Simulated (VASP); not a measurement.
# Sm (I4/mmm) in VASP: notebook

One crystal, Sm, is run at these levels: PBE; tasks: single point.

Program: VASP 6.6.1. These are calculated values, not measurements. Logs are shortened: lines on timing, memory, paths and dates and some standing lists are left out, and cuts for length are marked.

## (1) Starting point

Symmetry: I4/mmm, No. 139, tetragonal system. Conventional cell: a = 3.635 Å, b = 3.635 Å, c = 5.122 Å, α = 90.00°, β = 90.00°, γ = 90.00°. Sm (site symmetry 4/mmm) is surrounded by 12 Sm at 3.63 Å.

This isn't the form of Sm at room conditions, which is rhombohedral.

## (2) Single point, PBE, collinear spin, ferromagnetic start

Input file INCAR:

```
SYSTEM = Sm
PREC = Normal
ENCUT = 460
EDIFF = 1E-4
ISMEAR = 1
SIGMA = 0.2
LREAL = Auto
LASPH = .True.
NELM = 100
ALGO = Normal
ISIF = 2
LWAVE = .False.
LCHARG = .False.
ISPIN = 2
MAGMOM = 5
LORBIT = 11
LMAXMIX = 6
GGA = PE
ADDGRID = .False.
```

Input file KPOINTS:

```
regular mesh
0
Gamma
  5 5 5
  0 0 0
```

Input file POSCAR:

```
Sm
1.0
   -1.8173030691      1.8173030691      2.5609871902
    1.8173030691     -1.8173030691      2.5609871902
    1.8173030691      1.8173030691     -2.5609871902
Sm
1
Direct
    0.0000000000      0.0000000000      0.0000000000
```

Potentials or basis: VASP PAW PBE potentials, release 64 (Sm).

Launch:

```bash
$ cat potpaw_PBE.64/Sm/POTCAR > POTCAR
$ mpirun -np 1 vasp_std > vasp.out
```

OUTCAR:

```text
SYSTEM = Sm
   PREC = Normal
   ENCUT = 460
   EDIFF = 1E-4
   ISMEAR = 1
   LREAL = Auto
   LASPH = .True.
   NELM = 100
   ISIF = 2
   ISPIN = 2
   LORBIT = 11
   GGA = PE

 Found     18 irreducible k-points:

 Following reciprocal coordinates:
            Coordinates               Weight
  0.000000  0.000000  0.000000      1.000000
  0.200000  0.000000 -0.000000      8.000000
  0.400000  0.000000  0.000000      8.000000
  0.200000  0.200000 -0.000000      8.000000
  0.400000  0.200000 -0.000000     16.000000
 -0.400000  0.200000  0.000000     16.000000
   k-points           NKPTS =     18   k-points in BZ     NKDIM =     18   number of bands    NBANDS=     15
   number of dos      NEDOS =    301   number of ions     NIONS =      1
   total plane-waves  NPLWV =   8000
   dimension x,y,z NGX =    20 NGY =   20 NGZ =   20
   dimension x,y,z NGXF=    40 NGYF=   40 NGZF=   40
   ions per type =               1
   NGX,Y,Z   is equivalent  to a cutoff of   9.16,  9.16,  9.16 a.u.
   NGXF,Y,Z  is equivalent  to a cutoff of  18.33, 18.33, 18.33 a.u.
 SYSTEM =  Sm
   PREC   = normal    normal or accurate (medium, high low for compatibility)
   ISTART =      0    job   : 0-new  1-cont  2-samecut
   ICHARG =      2    charge: 1-file 2-atom 10-const
   ISPIN  =      2    spin polarized calculation?
   LNONCOLLINEAR =      F non collinear calculations
   LSORBIT =      F    spin-orbit coupling
   LASPH  =      T    aspherical Exc in radial PAW
   ENCUT  =  460.0 eV  33.81 Ry    5.81 a.u.   6.34  6.34  6.34*2*pi/ulx,y,z
   NELM   =    100;   NELMIN=  2; NELMDL= -5     # of ELM steps
   EDIFF  = 0.1E-03   stopping-criterion for ELM
   LREAL  =      T    real-space projection
   EDIFFG = 0.1E-02   stopping-criterion for IOM
   NSW    =      0    number of steps for IOM
   IBRION =     -1    ionic relax: 0-MD 1-quasi-New 2-CG
   NFREE  =      0    steps in history (QN), initial steepest desc. (CG)
   ISIF   =      2    stress and relaxation
   ISYM   =      2    0-nonsym 1-usesym 2-fastsym
   POTIM  = 0.5000    time-step for ionic-motion
   TEBEG  =    0.0;   TEEND  =   0.0 temperature during run
   PSTRESS=    0.0 pullay stress
   NELECT =      16.0000    total number of electrons
   NUPDOWN=      -1.0000    fix difference up-down
   EMIN   =  10.00;   EMAX   =-10.00  energy-range for DOS
   EFERMI =   0.00;   METHOD = LEGACY
   ISMEAR =     1;   SIGMA  =   0.20  broadening in eV -4-tet -1-fermi 0-gaus
   EFERMI_NEDOS =   21; number of points for ismear=-14 and -15
   IALGO  =     38    algorithm
   IMIX   =      4    mixing-type and parameters
     AMIX     =   0.40;   BMIX     =  1.00
     AMIX_MAG =   1.60;   BMIX_MAG =  1.00
  volume/ion in A,a.u.               =      33.83       228.31
  Fermi-wavevector in a.u.,A,eV,Ry     =   1.275481  2.410310 22.134675  1.626853
  Thomas-Fermi vector in A             =   2.408191
   LORBIT       =     11    0 simple, 1 ext, 2 COOP (PROOUT), +10 PAW based schemes
   GGA     = PE    functional components
   LHFCALC =     F    Hartree Fock is set to
   AEXX    =    0.0000 exact exchange contribution
   IVDW    =     0    specifies the selected vdW correction
   LEPSILON=     F    determine dielectric tensor
   LRPA    =     F    only Hartree local field effects (RPA)
 spin polarized calculation
 Methfessel and Paxton  Order N= 1 SIGMA  =   0.20
  energy-cutoff  :      460.00
  volume of cell :       33.83
 maximum number of plane-waves:       768
   NGX = 13   NGY = 13   NGZ = 13

 number of electron      15.9999997 magnetization       6.7589239

 Free energy of the ion-electron system (eV)
  ---------------------------------------------------
  ext. energy  EPLUGINS =         0.00000000
  ---------------------------------------------------
  free energy    TOTEN  =        -9.28956897 eV

  energy without entropy =       -9.27442129  energy(sigma->0) =       -9.28451975

 E-fermi :   3.1682     XC(G=0):  -9.7534

 val. band max:        3.1595927788   @ k =  -0.4000   0.4000   0.4000
 cond. band min:       3.1757217618   @ k =   0.2000   0.2000   0.2000
 fundamental gap:      0.0161289830
 Fermi energy:         3.1681587180

 spin component 1

 k-point     1 :       0.0000    0.0000    0.0000
  band No.  band energies     occupation
      1     -36.9036      1.00000
      2     -16.0577      1.00000
      3     -16.0577      1.00000
      4     -16.0567      1.00000
      5      -1.5288      1.00000
      6       2.8284      1.01859
      7       2.9174      1.03533
      8       2.9174      1.03533
      9       2.9180      1.03536
     10       2.9295      1.03530
     11       2.9295      1.03530
     12       2.9319      1.03515
     13       4.8340     -0.00000
     14       4.8340     -0.00000
     15       4.8643     -0.00000

 k-point     2 :       0.2000    0.0000   -0.0000
  band No.  band energies     occupation
      1     -36.8684      1.00000
      2     -16.4255      1.00000
      3     -16.1035      1.00000
      4     -16.1012      1.00000
      5      -0.4942      1.00000
      6       2.7493      1.00583
      7       2.7914      1.01142
      8       2.7926      1.01162
      9       2.8792      1.03004
     10       2.9207      1.03543
     11       2.9776      1.01948
     12       2.9791      1.01846
     13       4.2665     -0.00000
     14       5.2179     -0.00000
     15       5.2460     -0.00000

 k-point     3 :       0.4000    0.0000    0.0000
  band No.  band energies     occupation
      1     -36.8107      1.00000
      2     -16.9681      1.00000
      3     -16.1761      1.00000
      4     -16.1712      1.00000
      5       0.7922      1.00000
      6       2.6792      1.00148
      7       2.6807      1.00153
      8       2.7758      1.00903
      9       2.9253      1.03544
     10       3.0440      0.92921
     11       3.1023      0.76271
     12       3.1032      0.75948
     13       4.3240     -0.00000
     14       4.7620     -0.00000
     15       4.7998     -0.00000

 k-point     4 :       0.2000    0.2000   -0.0000
  band No.  band energies     occupation
      1     -36.8256      1.00000
      2     -16.6844      1.00000
      3     -16.3378      1.00000
      4     -16.1353      1.00000
      5       0.8855      1.00000
      6       2.6824      1.00158
      7       2.7238      1.00366
      8       2.7358      1.00458
      9       2.7660      1.00772
     10       2.8268      1.01826
     11       3.0597      0.89250
     12       3.0747      0.85157
     13       3.8500     -0.00001
     14       4.5669     -0.00000
     15       5.9620     -0.00000

 k-point     5 :       0.4000    0.2000   -0.0000
  band No.  band energies     occupation
      1     -36.7871      1.00000
      2     -16.9265      1.00000
      3     -16.4447      1.00000
      4     -16.2341      1.00000
      5       1.7486      1.00000
      6       2.5850      1.00015
      7       2.6615      1.00100
      8       2.6752      1.00135
      9       2.7977      1.01250
     10       3.0639      0.88153
     11       3.1401      0.61757
     12       3.1889      0.41255
     13       3.5936     -0.00519
     14       4.3283     -0.00000
     15       5.6197     -0.00000

 k-point     6 :      -0.4000    0.2000    0.0000
  band No.  band energies     occupation
      1     -36.8067      1.00000
      2     -16.8043      1.00000
      3     -16.3101      1.00000
      4     -16.2620      1.00000
      5       1.2466      1.00000
      6       2.5494      1.00005
      7       2.6985      1.00222
      8       2.6995      1.00227
      9       2.8017      1.01322
     10       2.8171      1.01622
     11       3.0783      0.84105
     12       3.0863      0.81619
     13       3.5583     -0.00934
     14       4.4176     -0.00000
     15       6.0570     -0.00000

 [... further k-points ...]

 spin component 2

 k-point     1 :       0.0000    0.0000    0.0000
  band No.  band energies     occupation
      1     -34.1756      1.00000
      2     -13.9085      1.00000
      3     -13.9085      1.00000
      4     -13.9084      1.00000
      5      -0.0641      1.00000
      6       6.1131     -0.00000
      7       6.2263     -0.00000
      8       6.2263     -0.00000
      9       6.2571     -0.00000
     10       6.7032     -0.00000
     11       6.7032     -0.00000
     12       6.7097     -0.00000
     13       7.3541      0.00000
     14       7.3541      0.00000
     15       7.3553      0.00000

 k-point     2 :       0.2000    0.0000   -0.0000
  band No.  band energies     occupation
      1     -34.1344      1.00000
      2     -14.3242      1.00000
      3     -13.9593      1.00000
      4     -13.9573      1.00000
      5       1.0022      1.00000
      6       5.1339     -0.00000
      7       6.3325     -0.00000
      8       6.3565     -0.00000
      9       6.4903     -0.00000
     10       6.7419     -0.00000
     11       6.7465     -0.00000
     12       6.8558     -0.00000
     13       7.3590      0.00000
     14       7.3597      0.00000
     15       7.3695      0.00000

 k-point     3 :       0.4000    0.0000    0.0000
  band No.  band energies     occupation
      1     -34.0667      1.00000
      2     -14.9300      1.00000
      3     -14.0394      1.00000
      4     -14.0346      1.00000
      5       2.3065      1.00000
      6       5.4005     -0.00000
      7       6.0024     -0.00000
      8       6.0392     -0.00000
      9       6.3289     -0.00000
     10       6.8622     -0.00000
     11       6.8643     -0.00000
     12       7.0714     -0.00000
     13       7.1443     -0.00000
     14       7.1480     -0.00000
     15       7.3666      0.00000

 k-point     4 :       0.2000    0.2000   -0.0000
  band No.  band energies     occupation
      1     -34.0842      1.00000
      2     -14.6135      1.00000
      3     -14.2227      1.00000
      4     -13.9942      1.00000
      5       2.4183      1.00000
      6       4.7366     -0.00000
      7       5.2976     -0.00000
      8       6.4864     -0.00000
      9       6.6724     -0.00000
     10       6.7774     -0.00000
     11       6.9176     -0.00000
     12       6.9246     -0.00000
     13       7.1968      0.00000
     14       7.2059      0.00000
     15       7.7798      0.00000

 k-point     5 :       0.4000    0.2000   -0.0000
  band No.  band energies     occupation
      1     -34.0391      1.00000
      2     -14.8826      1.00000
      3     -14.3412      1.00000
      4     -14.1050      1.00000
      5       3.3326      0.00447
      6       4.2855     -0.00000
      7       5.6047     -0.00000
      8       6.4546     -0.00000
      9       6.7798     -0.00000
     10       6.8346     -0.00000
     11       6.8752     -0.00000
     12       6.9901     -0.00000
     13       7.1036     -0.00000
     14       7.1122     -0.00000
     15       7.6729      0.00000

 k-point     6 :      -0.4000    0.2000    0.0000
  band No.  band energies     occupation
      1     -34.0621      1.00000
      2     -14.7452      1.00000
      3     -14.1909      1.00000
      4     -14.1374      1.00000
      5       2.6946      1.00205
      6       4.3073     -0.00000
      7       5.2331     -0.00000
      8       6.6250     -0.00000
      9       6.7630     -0.00000
     10       6.8312     -0.00000
     11       6.9401     -0.00000
     12       6.9820     -0.00000
     13       7.0905     -0.00000
     14       7.2578      0.00000
     15       7.9338      0.00000

 [... further k-points ...]
[... 5 lines left out ...]
  --------------------------------------------------------------------------------------
  -------------------------------------------------------------------------------------
  Total        0.9370322      0.9370322      0.9325730      0.0000000      0.0000000      0.0000000
  in kB       44.3754718     44.3754718     44.1642968      0.0000000      0.0000000      0.0000000
  external PRESSURE =      44.3050801 kB  Pullay stress =       0.0000000 kB

 VOLUME and BASIS-vectors are now :
 -----------------------------------------------------------------------------
  energy-cutoff  :      460.00
  volume of cell :       33.83
      direct lattice vectors                 reciprocal lattice vectors
    -1.817303069  1.817303069  2.560987190     0.000000000  0.275132975  0.195237212
     1.817303069 -1.817303069  2.560987190     0.275132975  0.000000000  0.195237212
     1.817303069  1.817303069 -2.560987190     0.275132975  0.275132975  0.000000000

 POSITION                                       TOTAL-FORCE (eV/Angst)
 -----------------------------------------------------------------------------------
      0.00000      0.00000      0.00000         0.000000     -0.000000     -0.000000
 -----------------------------------------------------------------------------------
    total drift:                                0.000000     -0.000000      0.000000

  FREE ENERGIE OF THE ION-ELECTRON SYSTEM (eV)
  ---------------------------------------------------
  free  energy   TOTEN  =        -9.2895689713 eV

  energy  without entropy=       -9.2744212944  energy(sigma->0) =       -9.28451975

 total charge

# of ion       s       p       d       f       tot
--------------------------------------------------
    1        2.079   5.612   0.459   5.534  13.685

 magnetization (x)

# of ion       s       p       d       f       tot
--------------------------------------------------
    1        0.001  -0.051   0.311   5.530   5.791
```

Wall time 21 s (1 thread of Intel Xeon Platinum 8488C (Sapphire Rapids), shared host); peak memory 0.14 GiB.

These settings aren't checked as converged: the numbers below hold their error.

What came out:

- Free energy: -9.2896 eV
- Pressure: 4.4 GPa
- Band gap on the k mesh: none (metal or under the smearing width)
- Net moment: 6.76 μB per cell
- Site moments: Sm +5.79 μB
- Valence electrons inside the program's atomic spheres: Sm 13.69

Caveat: the k mesh is coarse (spacing up to 0.49 Å⁻¹), so the values aren't converged; the magnetic or orbital state may not be the lowest; spin-orbit coupling is left out, which moves the levels of the heavy elements.

## (3) Single point, PBE, collinear spin, ferromagnetic start

INCAR is that of step 2.

KPOINTS is that of step 2.

Input file POSCAR:

```
Sm
1.0
   -1.8424340000      1.8281900000      2.5309280000
    1.8521830000     -1.8921630000      2.5832430000
    1.7732950000      1.8230240000     -2.5763240000
Sm
1
Direct
    0.0008670000     -0.0165060000      0.0081580000
```

Potentials or basis: VASP PAW PBE potentials, release 64 (Sm).

Launch:

```bash
$ cat potpaw_PBE.64/Sm/POTCAR > POTCAR
$ mpirun -np 1 vasp_std > vasp.out
```

It took 40 s on 1 thread of Intel Xeon Platinum 8488C (Sapphire Rapids), shared host; peak memory 0.16 GiB.

These settings aren't checked as converged: the numbers below hold their error.

Results:

```
Free energy                                           : -9.2796 eV
Pressure                                              : 9.1 GPa
Band gap on the k mesh                                : none (metal or under the smearing width)
Net moment                                            : 6.43 μB per cell
Site moments                                          : Sm +5.78 μB
Valence electrons inside the program's atomic spheres : Sm 13.71
```

Caveat: the k mesh is coarse (spacing up to 0.50 Å⁻¹), so the values aren't converged; the magnetic or orbital state may not be the lowest; spin-orbit coupling is left out, which moves the levels of the heavy elements.

## (4) For comparison

An earlier run on the cell as given: functional PBE; potentials or basis VASP PAW PBE potentials, release 64 (Sm); cutoff 520 eV; k mesh 10 × 10 × 10; occupations fermi-dirac, width 0.05 eV; collinear spin, ferromagnetic start; starting moments [5.0] μB.

* Pressure: 2.8 GPa
* Band gap on the k mesh: none (metal or under the smearing width)
* Net moment: 6.56 μB per cell
* Site moments: Sm +5.71 μB
* Valence electrons inside the program's atomic spheres: Sm 13.66
